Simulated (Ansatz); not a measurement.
A (001) slab of TaN (P-6m2 (No. 187)), 9 planes, outer planes Ta (top) and Ta (bottom), with 9 atoms (Ta5N4) in a surface cell of A = 7.404 Å², as cut from the bulk:

```xyz
9
Lattice="2.9240 0.0000 0.0000 -1.4620 2.5322 0.0000 0.0000 0.0000 26.4829" Properties=species:S:1:pos:R:3 pbc="T T T"
Ta    0.0000    1.6882    7.5000
N     0.0000    0.0000    8.9354
Ta    0.0000    1.6882   10.3707
N     0.0000    0.0000   11.8061
Ta    0.0000    1.6882   13.2415
N     0.0000    0.0000   14.6768
Ta    0.0000    1.6882   16.1122
N     0.0000    0.0000   17.5475
Ta    0.0000    1.6882   18.9829
```

These are results of Ansatz 0.2.0, DFT PBEsol, scalar-relativistic, plane waves, PAW, not measurements. Settings: cutoff 420 eV, Γ-centred mesh 12×12×1 on the computed 9-atom cell, Gaussian smearing of 0.10 eV; no spin polarisation. The cell repeats along c with a dipole correction in the vacuum.

The relaxed slab holds 4 formula units of TaN and 1 further Ta. Against those formula units in the bulk and the further Ta in its standard state it lies 3.164 eV higher. The formation energy of TaN from the standard states is -2.674 eV a formula unit (uncorrected, no zero-point or thermal terms).

(1) Over what range can the chemical potential of Ta vary, and what is the surface energy at both ends?

(2) How does its energy depend on growth conditions?

Spin polarisation was left out, and a magnetic state may lie lower.

Results:

(1) In contact with the bulk, μ(Ta) + μ(N) is fixed. With Δμ counted from the standard states, Δμ(Ta) ≤ 0 keeps elemental Ta from forming, and Δμ(N) ≤ 0 requires Δμ(Ta) ≥ ΔH = -2.674 eV. Other compounds of Ta and N can narrow this range. Then γ, the mean of both faces, = [3.164 eV − 1.00·Δμ(Ta)]/(2A). At the Ta-rich end (Δμ = 0): 3.164/(2 × 7.404) × 16.02 = 3.42 J/m². At the Ta-poor end: (3.164 + 2.674)/(2 × 7.404) × 16.02 = 6.32 J/m².

(2) It carries an excess of Ta, so its energy falls by 1.08 J/m² for each eV that μ(Ta) rises: Ta-rich conditions lower it; whether it appears depends on the other terminations.

The reference crystal is a form of TaN, which isn't its usual structure.